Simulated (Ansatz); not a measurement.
**Pt: from a trial structure to a relaxed crystal**

Method: Ansatz 0.2.0, DFT PBE, scalar-relativistic, plane waves, PAW.

The start puts Pt on the sites of a reported Ga cell (Cmcm, No. 63), at a guessed volume.

The final relaxation ran on this input, with the default PAW datasets:

```yaml
crystal:
  lattice:
    - [1.3718597814, -4.3409526476, 0.0]
    - [1.3718597814, 4.3409526476, 0.0]
    - [0.0, 0.0, 2.73966559]
  atoms:
    - { symbol: Pt, position: [0.8677320667, 0.1322679333, 0.75] }
    - { symbol: Pt, position: [0.1322679333, 0.8677320667, 0.25] }
basis:
  ecutwfc: 420
kpoints:
  mp_grid: { grid: [22, 22, 20] }
hamiltonian:
  xc: pbe
scf:
  occupations: { method: gaussian, width: 0.1 }
output:
  forces: true
  stress: true
  eigenvalues: true
relax:
  adjacent_minimum: "off"
  f_tol: 0.01
  max_steps: 80
  cell: { stress_tol: 0.05 }
```

It can be run as:

```bash
ansatz run input.yaml --threads 1 --pin off --backend cpu --events-out ev --progress --plain --runs-dir out  # memory cap (--max-ram) not shown
```

The program printed at the end:

```
SCF converged after 8 iterations
Free energy (F): -25045.796748 eV
Harris-Foulkes:  -25045.796748 eV  (|F-HF|=0.00e0)
Internal energy: -25045.779987 eV  (E = F + TS)
E sigma→0 (E₀):  -25045.788367 eV
Entropy (-TS):   -0.016761 eV (-8.380 meV/atom)
Fermi energy:    20.979706 eV
--- Per-component energies (eV) ---
  E_band       = -333.733081
  E_kinetic    = 1273.983766
  E_local      = -3214.804020  (includes V_loc(G=0)·N_el)
  E_nonlocal   = 399.600041
  E_hartree    = 1194.736716
  E_xc         = -522.974587
  E_vxc        = -604.863446  (∫ρ·V_xc dr)
  E_paw        = -18907.971554  (= ΣΔE_a)
  E_vpaw       = -577.123237  (= ΣTr[D̂ρ^β])
  E_aug_tail   = 0.000383  (compensation charges beyond the density's cutoff)
  E_ewald      = -5268.350732
  E_smearing   = -0.016761  (= −TS)
  E_closure    = 0.000000  (closes the sum)
  Σ components = -25045.796748   (vs F -25045.796748, Δ=0.00e0)
--- Forces (eV/Å), atoms counted from 1 ---
  atom   1  Pt     0.00000000    -0.00102292     0.00000000
  atom   2  Pt     0.00000000     0.00102292     0.00000000
  max |Σ_I F_I| component: 0.00e0 eV/Å
--- Stress (GPa, compression-positive) ---
       -0.024409       0.000000       0.000000
        0.000000      -0.000796       0.000000
        0.000000       0.000000      -0.023702
  P = ⅓ Tr σ = -0.0163 GPa (-0.163 kbar)
--- Relaxed structure (4 steps of the walk, 4 accepted, 1 SCFs on fresh bases) ---
  F+E_penalty+E_count = -25045.79674791 eV   max|allowed force component| = 1.023e-3 eV/Å   (the final SCF, on the basis selected at the relaxed cell)
  cell:  # Å, volume = 32.7100 Å³
    - [1.363542, -4.399262, 0.0]
    - [1.363542, 4.399262, 0.0]
    - [0.0, 0.0, 2.726479]
  atoms:
    - { symbol: Pt, position: [0.868041, 0.131959, 0.750000] }
    - { symbol: Pt, position: [0.131959, 0.868041, 0.25] }
```

Absolute energies hang on the potentials; compare differences alone.

The result has space group Cmcm (No. 63). Around Pt lie 10 Pt at 2.69–2.83 Å.

It lies 0.12 eV/atom above the element's standard state at the same level.

For metals, differences of a few meV/atom aren't resolved. Spin–orbit coupling is left out.

Symmetry constrained the relaxation, so the result can be a saddle point.